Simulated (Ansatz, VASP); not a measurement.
## One calculation of CuAu, two programs

```
Cu Au
1.0
     2.80000    0.00000    0.00000
     0.00000    2.80000    0.00000
     0.00000    0.00000    3.67000
Cu Au
1 1
Direct
  0.50000 0.50000 0.50000
  0.00000 0.00000 0.00000
```

Alike in both runs: task electric field gradients; functional r2SCAN; k mesh 12 × 12 × 9; occupations fermi-dirac, width 0.05 eV; no spin polarisation.

|  | VASP | Ansatz |
| --- | --- | --- |
| version | VASP 6.6.1 | Ansatz 0.2.0 |
| potentials or method | VASP PAW PBE potentials, release 64 (Cu, Au) | plane-wave PAW, scalar-relativistic |
| plane-wave cutoff (eV) | 520 | 500 |
| valence electrons in the cell | 22 | 38 |

```csv
,VASP,Ansatz,Ansatz less VASP
pressure (GPa),2.2,1.8,-0.42
largest component of the traceless stress (GPa),1.31,1.37,+0.063
Vzz of the field gradient on the site that differs most (V/Å²),93.9,79.9,-13.99
```

The two sets of potentials don't hold the same shells in valence. Ansatz warned: «gradients_without_spin_orbit».

Caveats: the PAW data sets were made with another functional, which shifts forces and pressure a little (VASP). Spin-orbit coupling is left out, which matters for the levels of Au.
